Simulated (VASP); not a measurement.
# Ru (P6_3/mmc) in VASP: settings compared

The runs below take Ru through phonons, with PBEsol, LDA.

Everything below comes from runs of VASP 6.6.1. Logs are shortened: lines on timing, memory, paths and dates and some standing lists are left out, and cuts for length are marked.

**1. The crystal as given**

It takes space group P6_3/mmc (No. 194, hexagonal). Conventional cell: a = 2.688 Å, b = 2.688 Å, c = 4.255 Å, α = 90.00°, β = 90.00°, γ = 120.00°. Ru (site symmetry -6m2) is surrounded by 12 Ru at 2.63 to 2.69 Å.

**2. Phonons, PBEsol**

File POSCAR:

```
Ru
1.0
    2.6879024125      0.0000000000      0.0000000000
   -1.3439512063      2.3277917721     -0.0000000000
    0.0000000000     -0.0000000000      4.2552087679
  Ru
     2
Direct
     0.3333333332999970    0.6666666667000030    0.2500000000000000
     0.6666666667000030    0.3333333332999970    0.7500000000000000
```

File INCAR.step1:

```
PREC = Accurate
ENCUT = 600
EDIFF = 1E-8
ISMEAR = 1
SIGMA = 0.2
LREAL = False
LASPH = True
NELM = 80
ALGO = Normal
ISIF = 3
LWAVE = False
LCHARG = False
GGA = PS
KPAR = 2
IBRION = 2
NSW = 40
EDIFFG = -0.002
```

File INCAR.step2:

```
PREC = Accurate
ENCUT = 600
EDIFF = 1E-8
ISMEAR = 1
SIGMA = 0.2
LREAL = False
LASPH = True
NELM = 80
ALGO = Normal
ISIF = 2
LWAVE = False
LCHARG = False
GGA = PS
KPAR = 2
IBRION = 6
NFREE = 2
POTIM = 0.015
NSW = 1
```

File KPOINTS:

```
Automatic mesh
0
Gamma
  30 30 16
```

Potentials or basis: VASP PAW PBE potentials, release 64 (Ru_pv).

The run is started by

```console
cat potpaw_PBE.64/Ru_pv/POTCAR > POTCAR
cp INCAR.step1 INCAR
mpirun -np 2 vasp_std > vasp.out
cp CONTCAR POSCAR
cp INCAR.step2 INCAR
mpirun -np 2 vasp_std > vasp.out
```

OUTCAR:

```text
PREC = Accurate
   ENCUT = 600
   EDIFF = 1E-8
   ISMEAR = 1
   LREAL = False
   LASPH = True
   NELM = 80
   ISIF = 2
   GGA = PS
   IBRION = 6
   NFREE = 2
   POTIM = 0.015
   NSW = 1

 ion  position               nearest neighbor table
   1  0.333  0.667  0.250-   2 2.63   2 2.63   2 2.63   2 2.63   2 2.63   2 2.63
   2  0.667  0.333  0.750-   1 2.63   1 2.63   1 2.63   1 2.63   1 2.63   1 2.63

  LATTYP: Found a hexagonal cell.
 ALAT       =     2.6908908585
 C/A-ratio  =     1.5780271406

  Lattice vectors:

 A1 = (   2.6908908585,  -0.0000000000,   0.0000000000)
 A2 = (  -1.3454454293,   2.3303798422,   0.0000000000)
 A3 = (   0.0000000000,   0.0000000000,   4.2462988071)

Analysis of symmetry for initial positions (statically):
=====================================================================
 Subroutine PRICEL returns:
 Original cell was already a primitive cell.

 Routine SETGRP: Setting up the symmetry group for a
 hexagonal supercell.

 Subroutine GETGRP returns: Found 24 space group operations
 (whereof 12 operations were pure point group operations)
 out of a pool of 24 trial point group operations.

The static configuration has the point symmetry D_3d.
 The point group associated with its full space group is D_6h.

Analysis of symmetry for dynamics (positions and initial velocities):
=====================================================================
 Subroutine PRICEL returns:
 Original cell was already a primitive cell.

 Routine SETGRP: Setting up the symmetry group for a
 hexagonal supercell.

 Subroutine GETGRP returns: Found 24 space group operations
 (whereof 12 operations were pure point group operations)
 out of a pool of 24 trial point group operations.

The dynamic configuration has the point symmetry D_3d.
 The point group associated with its full space group is D_6h.

 Subroutine INISYM returns: Found 24 space group operations
 (whereof 12 operations are pure point group operations),
[... 153 lines left out ...]
  --------------------------------------------------------------------------------------
  -------------------------------------------------------------------------------------
  Total        0.0033843      0.0033843      0.0034573     -0.0000000      0.0000000     -0.0000000
  in kB        0.2036330      0.2036330      0.2080239     -0.0000000      0.0000000     -0.0000000
  external PRESSURE =       0.2050966 kB  Pullay stress =       0.0000000 kB
[... 131 lines left out ...]
--------------------------------------- Ionic step        5  -------------------------------------------

 number of electron      27.9999997 magnetization

 Free energy of the ion-electron system (eV)
  ---------------------------------------------------
  ext. energy  EPLUGINS =         0.00000000
  ---------------------------------------------------
  free energy    TOTEN  =       -20.34180923 eV

  energy without entropy =      -20.34295192  energy(sigma->0) =      -20.34219012

 E-fermi :  13.0733     XC(G=0): -14.4022

 val. band max:       13.0700844343   @ k =   0.3000   0.0667   0.1875
 cond. band min:      13.0738045560   @ k =   0.0000   0.2667   0.2500
 fundamental gap:      0.0037201217
 Fermi energy:        13.0732858750

 k-point     1 :       0.0000    0.0000    0.0000
  band No.  band energies     occupation
      1     -30.6254      2.00000
      2     -29.6257      2.00000
      3     -29.6257      2.00000
      4     -29.4410      2.00000
      5     -29.4410      2.00000
      6     -29.3910      2.00000
[... 481 lines left out ...]
      5     -29.5297      2.00000
      6     -29.5182      2.00000
[... 10 lines left out ...]
     17      14.8736     -0.00000
     18      21.5224      0.00000

 [... further k-points ...]
[... 5 lines left out ...]
  --------------------------------------------------------------------------------------
  -------------------------------------------------------------------------------------
  Total        0.0070742      0.0070742      0.0180462     -0.0000000      0.0000000      0.0000000
  in kB        0.4256545      0.4256545      1.0858330     -0.0000000      0.0000000      0.0000000
  external PRESSURE =       0.6457140 kB  Pullay stress =       0.0000000 kB
[... 17 lines left out ...]
  FREE ENERGIE OF THE ION-ELECTRON SYSTEM (eV)
  ---------------------------------------------------
  free  energy   TOTEN  =       -20.3418092277 eV

  energy  without entropy=      -20.3429519177  energy(sigma->0) =      -20.34219012

 INTERNAL STRAIN TENSORS FROM DISPLACED ATOMS
 ============================================

 INTERNAL STRAIN TENSOR FOR ION    1 for displacements in x,y,z  (eV/Angst):
          X           Y           Z          XY          YZ          ZX
  --------------------------------------------------------------------------------
  x     0.00000    -0.00000     0.00000    -3.03091     0.00000     0.00000
  y    -3.03091     3.03091     0.00000    -0.00000     0.00000     0.00000
  z     0.00000    -0.00000     0.00000     0.00000    -0.00000     0.00000

 INTERNAL STRAIN TENSOR FOR ION    2 for displacements in x,y,z  (eV/Angst):
          X           Y           Z          XY          YZ          ZX
  --------------------------------------------------------------------------------
  x    -0.00000     0.00000     0.00000     3.03091     0.00000     0.00000
  y     3.03091    -3.03091    -0.00000     0.00000     0.00000     0.00000
  z    -0.00000     0.00000     0.00000     0.00000     0.00000     0.00000

 Eigenvectors and eigenvalues of the dynamical matrix
 ----------------------------------------------------

   1 f  =    8.052080 THz    50.592709 2PiTHz  268.588470 cm-1    33.300711 meV
             X         Y         Z           dx          dy          dz
     -0.000000  1.553587  1.061575    -0.000000    0.000000    0.707107
      1.345445  0.776793  3.184724     0.000000   -0.000000   -0.707107
[... 16 lines left out ...]
   5 f  =    0.000000 THz     0.000000 2PiTHz    0.000001 cm-1     0.000000 meV
             X         Y         Z           dx          dy          dz
     -0.000000  1.553587  1.061575    -0.697557   -0.035232    0.110329
      1.345445  0.776793  3.184724    -0.697557   -0.035232    0.110329

   6 f/i=    0.000000 THz     0.000001 2PiTHz    0.000003 cm-1     0.000000 meV
             X         Y         Z           dx          dy          dz
     -0.000000  1.553587  1.061575     0.017250    0.634475    0.311678
      1.345445  0.776793  3.184724     0.017250    0.634475    0.311678

 ELASTIC MODULI CONTR FROM IONIC RELAXATION (kBar)
 Direction    XX          YY          ZZ          XY          YZ          ZX
 --------------------------------------------------------------------------------
 XX         -71.3524     71.3524      0.0000      0.0000      0.0000      0.0000
 YY          71.3524    -71.3524     -0.0000      0.0000     -0.0000      0.0000
 ZZ           0.0000     -0.0000     -0.0000      0.0000     -0.0000      0.0000
 XY           0.0000      0.0000      0.0000    -71.3524     -0.0000      0.0000
 YZ           0.0000     -0.0000     -0.0000     -0.0000     -0.0000      0.0000
 ZX           0.0000      0.0000      0.0000      0.0000      0.0000      0.0000
 --------------------------------------------------------------------------------
```

OUTCAR.step1:

```text
PREC = Accurate
   ENCUT = 600
   EDIFF = 1E-8
   ISMEAR = 1
   LREAL = False
   LASPH = True
   NELM = 80
[... 800 lines left out ...]
  -------------------------------------------------------------------------------------
  Total        0.0029515      0.0029515      0.0034578     -0.0000000      0.0000000      0.0000000
  in kB        0.1775899      0.1775899      0.2080525     -0.0000000      0.0000000      0.0000000
  external PRESSURE =       0.1877441 kB  Pullay stress =       0.0000000 kB
[... 17 lines left out ...]
  FREE ENERGIE OF THE ION-ELECTRON SYSTEM (eV)
  ---------------------------------------------------
  free  energy   TOTEN  =       -20.3433097489 eV

  energy  without entropy=      -20.3444170949  energy(sigma->0) =      -20.34367886

 reached required accuracy - stopping structural energy minimisation
```

OSZICAR.step1:

```text
N       E                     dE             d eps       ncg     rms          rms(c)
DAV:   1     0.305850072600E+03    0.30585E+03   -0.19487E+04 29516   0.193E+03
DAV:   2    -0.145581737018E+02   -0.32041E+03   -0.31438E+03 31082   0.523E+02
DAV:   3    -0.218594584398E+02   -0.73013E+01   -0.70877E+01 30962   0.837E+01
[... 26 lines left out ...]
DAV:   4    -0.203433088887E+02   -0.21012E-05   -0.44821E-05 34668   0.780E-02    0.173E-02
DAV:   5    -0.203433098711E+02   -0.98245E-06   -0.41225E-06 39904   0.139E-02    0.807E-03
DAV:   6    -0.203433097698E+02    0.10128E-06   -0.11995E-06 30220   0.126E-02    0.111E-03
DAV:   7    -0.203433097519E+02    0.17918E-07   -0.45697E-08 30412   0.281E-03    0.391E-04
DAV:   8    -0.203433097489E+02    0.30295E-08   -0.25535E-09 15296   0.535E-04
   3 F= -.20343310E+02 E0= -.20343679E+02  d E =-.285441E-03
```

Wall time 14 min (2 MPI ranks of Intel Xeon Platinum 8559C (Emerald Rapids), shared host); peak memory 3 GiB.

Results:

```yaml
Highest_phonon_frequency_at_Γ: 269 cm⁻¹
```

The path:
```csv
step,energy change (eV),largest force (eV/Å),pressure (GPa),volume (Å³)
1,0.0000,0.0000,0.02,26.62
2,0.0000,0.0000,0.03,26.63
3,-0.0003,0.0000,0.02,26.63
```

Phonon frequencies in cm⁻¹ (negative: imaginary):
| q point | frequencies |
| --- | --- |
| (0.000, 0.000, 0.000) | 0 0 0 204 204 269 |

Caveat: the PAW data sets were made with another functional, which shifts forces and pressure a little.

**3. Phonons, LDA**

This run uses another cell than the first one, of 13.12 Å³/atom, 0.985 times its volume.

File POSCAR:

```
Ru
1.0
    2.6745383340      0.0000000000      0.0000000000
   -1.3372691670      2.3162181407      0.0000000000
   -0.0000000000      0.0000000000      4.2350902106
  Ru
     2
Direct
     0.3333333332999970    0.6666666667000030    0.2500000000000000
     0.6666666667000030    0.3333333332999970    0.7500000000000000
```

File INCAR.step1:

```
SYSTEM = Ru
PREC     = Accurate       ! precision mode
ENCUT    = 600            ! plane-wave cutoff, eV
EDIFF    = 1E-8           ! SCF threshold, eV
ISMEAR   = 1              ! smearing method
SIGMA    = 0.2            ! smearing width, eV
LREAL    = .False.        ! projectors in reciprocal space
LASPH    = .True.         ! aspherical terms in the spheres
NELM     = 80             ! most SCF steps
ALGO     = Fast           ! electronic algorithm
ISIF     = 3              ! what is computed and relaxed
LWAVE    = .False.        ! write WAVECAR
LCHARG   = .False.        ! write CHGCAR
GGA      = CA             ! functional
KPAR     = 2            
IBRION   = 2              ! ionic algorithm
NSW      = 40             ! ionic steps
EDIFFG   = -0.002         ! ionic threshold
```

File INCAR.step2:

```
SYSTEM = Ru
PREC     = Accurate       ! precision mode
ENCUT    = 600            ! plane-wave cutoff, eV
EDIFF    = 1E-8           ! SCF threshold, eV
ISMEAR   = 1              ! smearing method
SIGMA    = 0.2            ! smearing width, eV
LREAL    = .False.        ! projectors in reciprocal space
LASPH    = .True.         ! aspherical terms in the spheres
NELM     = 80             ! most SCF steps
ALGO     = Fast           ! electronic algorithm
ISIF     = 2              ! what is computed and relaxed
LWAVE    = .False.        ! write WAVECAR
LCHARG   = .False.        ! write CHGCAR
GGA      = CA             ! functional
KPAR     = 2            
IBRION   = 6              ! ionic algorithm
NFREE    = 2            
POTIM    = 0.015          ! step
NSW      = 1              ! ionic steps
```

File KPOINTS:

```
Automatic mesh
0
Gamma
  30 30 16
  0 0 0
```

Potentials or basis: VASP PAW LDA potentials, release 64 (Ru_pv).

The run is started by

```console
cat potpaw_LDA.64/Ru_pv/POTCAR > POTCAR
cp INCAR.step1 INCAR
mpirun -np 2 vasp_std > vasp.out
cp CONTCAR POSCAR
cp INCAR.step2 INCAR
mpirun -np 2 vasp_std > vasp.out
```

OUTCAR:

```text
SYSTEM = Ru
   PREC = Accurate
   ENCUT = 600
   EDIFF = 1E-8
   ISMEAR = 1
   LREAL = .False.
   LASPH = .True.
   NELM = 80
   ISIF = 2
   GGA = CA
   IBRION = 6
   NFREE = 2
   POTIM = 0.015
   NSW = 1

 ion  position               nearest neighbor table
   1  0.333  0.667  0.250-   2 2.62   2 2.62   2 2.62   2 2.62   2 2.62   2 2.62
   2  0.667  0.333  0.750-   1 2.62   1 2.62   1 2.62   1 2.62   1 2.62   1 2.62

  LATTYP: Found a hexagonal cell.
 ALAT       =     2.6777671854
 C/A-ratio  =     1.5778998313

  Lattice vectors:

 A1 = (   2.6777671854,   0.0000000000,   0.0000000000)
 A2 = (  -1.3388835927,   2.3190144081,   0.0000000000)
 A3 = (   0.0000000000,   0.0000000000,   4.2252483901)

Analysis of symmetry for initial positions (statically):
=====================================================================
 Subroutine PRICEL returns:
 Original cell was already a primitive cell.

 Routine SETGRP: Setting up the symmetry group for a
 hexagonal supercell.

 Subroutine GETGRP returns: Found 24 space group operations
 (whereof 12 operations were pure point group operations)
 out of a pool of 24 trial point group operations.

The static configuration has the point symmetry D_3d.
 The point group associated with its full space group is D_6h.

Analysis of symmetry for dynamics (positions and initial velocities):
=====================================================================
 Subroutine PRICEL returns:
 Original cell was already a primitive cell.

 Routine SETGRP: Setting up the symmetry group for a
[... 314 lines left out ...]
 E-fermi :  13.3523     XC(G=0): -14.5925

 val. band max:       13.3522306551   @ k =   0.0333   0.0333   0.3750
 cond. band min:      13.3525094441   @ k =  -0.1000   0.4000   0.1875
 fundamental gap:      0.0002787889
 Fermi energy:        13.3522696253

 k-point     1 :       0.0000    0.0000    0.0000
  band No.  band energies     occupation
      1     -30.2706      2.00000
      2     -29.2091      2.00000
      3     -29.2091      2.00000
      4     -29.0137      2.00000
      5     -29.0137      2.00000
      6     -28.9613      2.00000
[... 481 lines left out ...]
      5     -29.1082      2.00000
      6     -29.0954      2.00000
[... 10 lines left out ...]
     17      15.1982     -0.00000
     18      21.9648      0.00000

 [... further k-points ...]
[... 5 lines left out ...]
  --------------------------------------------------------------------------------------
  -------------------------------------------------------------------------------------
  Total        0.0032241      0.0032241      0.0142776     -0.0000000      0.0000000      0.0000000
  in kB        0.1968723      0.1968723      0.8718405     -0.0000000      0.0000000      0.0000000
  external PRESSURE =       0.4218617 kB  Pullay stress =       0.0000000 kB
[... 17 lines left out ...]
  FREE ENERGIE OF THE ION-ELECTRON SYSTEM (eV)
  ---------------------------------------------------
  free  energy   TOTEN  =       -21.3896287697 eV

  energy  without entropy=      -21.3907336164  energy(sigma->0) =      -21.38999705

 INTERNAL STRAIN TENSORS FROM DISPLACED ATOMS
 ============================================

 INTERNAL STRAIN TENSOR FOR ION    1 for displacements in x,y,z  (eV/Angst):
          X           Y           Z          XY          YZ          ZX
  --------------------------------------------------------------------------------
  x    -0.00000     0.00000     0.00000    -3.12367     0.00000     0.00000
  y    -3.12367     3.12367     0.00000     0.00000     0.00000     0.00000
  z    -0.00000    -0.00000     0.00000     0.00000     0.00000     0.00000

 INTERNAL STRAIN TENSOR FOR ION    2 for displacements in x,y,z  (eV/Angst):
          X           Y           Z          XY          YZ          ZX
  --------------------------------------------------------------------------------
  x     0.00000     0.00000     0.00000     3.12367     0.00000     0.00000
  y     3.12367    -3.12367     0.00000     0.00000     0.00000     0.00000
  z     0.00000     0.00000    -0.00000     0.00000     0.00000     0.00000

 Eigenvectors and eigenvalues of the dynamical matrix
 ----------------------------------------------------

   1 f  =    8.241882 THz    51.785271 2PiTHz  274.919587 cm-1    34.085669 meV
             X         Y         Z           dx          dy          dz
     -0.000000  1.546010  1.056312    -0.000000   -0.000000    0.707107
      1.338884  0.773005  3.168936     0.000000   -0.000000   -0.707107
[... 11 lines left out ...]
   4 f  =    0.000000 THz     0.000000 2PiTHz    0.000002 cm-1     0.000000 meV
             X         Y         Z           dx          dy          dz
     -0.000000  1.546010  1.056312    -0.671588    0.201918    0.090544
      1.338884  0.773005  3.168936    -0.671588    0.201918    0.090544

   5 f/i=    0.000000 THz     0.000000 2PiTHz    0.000001 cm-1     0.000000 meV
             X         Y         Z           dx          dy          dz
     -0.000000  1.546010  1.056312     0.151309    0.630128   -0.282922
      1.338884  0.773005  3.168936     0.151309    0.630128   -0.282922

   6 f/i=    0.000000 THz     0.000001 2PiTHz    0.000005 cm-1     0.000001 meV
             X         Y         Z           dx          dy          dz
     -0.000000  1.546010  1.056312    -0.161477   -0.249336   -0.641683
      1.338884  0.773005  3.168936    -0.161477   -0.249336   -0.641683

 ELASTIC MODULI CONTR FROM IONIC RELAXATION (kBar)
 Direction    XX          YY          ZZ          XY          YZ          ZX
 --------------------------------------------------------------------------------
 XX         -74.4688     74.4688      0.0000      0.0000      0.0000      0.0000
 YY          74.4688    -74.4688     -0.0000     -0.0000      0.0000      0.0000
 ZZ           0.0000     -0.0000     -0.0000      0.0000      0.0000      0.0000
 XY           0.0000     -0.0000      0.0000    -74.4688      0.0000      0.0000
 YZ           0.0000      0.0000      0.0000      0.0000      0.0000      0.0000
 ZX           0.0000      0.0000      0.0000      0.0000      0.0000      0.0000
 --------------------------------------------------------------------------------
```

OSZICAR.step1:

```text
N       E                     dE             d eps       ncg     rms          rms(c)
DAV:   1     0.307848568745E+03    0.30785E+03   -0.19443E+04 29492   0.193E+03
DAV:   2    -0.153195872277E+02   -0.32317E+03   -0.31724E+03 31112   0.527E+02
DAV:   3    -0.227666121169E+02   -0.74470E+01   -0.72236E+01 30968   0.850E+01
[... 55 lines left out ...]
RMM:   3    -0.213911977325E+02    0.10557E-04   -0.17954E-04 29484   0.108E-01    0.223E-02
RMM:   4    -0.213912027604E+02   -0.50279E-05   -0.18592E-05 29486   0.430E-02    0.643E-03
RMM:   5    -0.213912026279E+02    0.13256E-06   -0.57302E-06 29490   0.243E-02    0.189E-03
RMM:   6    -0.213912026450E+02   -0.17134E-07   -0.78358E-07 29818   0.973E-03    0.460E-04
RMM:   7    -0.213912026692E+02   -0.24143E-07   -0.25352E-07 32093   0.453E-03    0.547E-04
RMM:   8    -0.213912026776E+02   -0.83910E-08   -0.51147E-08 23903   0.209E-03
   5 F= -.21391203E+02 E0= -.21391558E+02  d E =-.516679E-05
```

Run time: 32 min. Hardware: 2 MPI ranks of Intel Xeon Platinum 8488C (Sapphire Rapids), shared host; peak memory 2.9 GiB.

What came out:

| Item | Value |
| --- | --- |
| Highest phonon frequency at Γ | 275 cm⁻¹ |

The path:
| step | energy change (eV) | largest force (eV/Å) | pressure (GPa) | volume (Å³) |
| --- | --- | --- | --- | --- |
| 1 | 0.0000 | 0.0000 | -0.06 | 26.24 |
| 2 | 0.0001 | 0.0000 | 0.34 | 26.22 |
| 3 | -0.0003 | 0.0000 | 0.14 | 26.23 |
| 4 | -0.0003 | 0.0000 | -0.40 | 26.27 |
| 5 | -0.0004 | 0.0000 | 0.00 | 26.24 |

Phonon frequencies in cm⁻¹ (negative: imaginary):
| q point | frequencies |
| --- | --- |
| (0.000, 0.000, 0.000) | 0 0 0 207 207 275 |
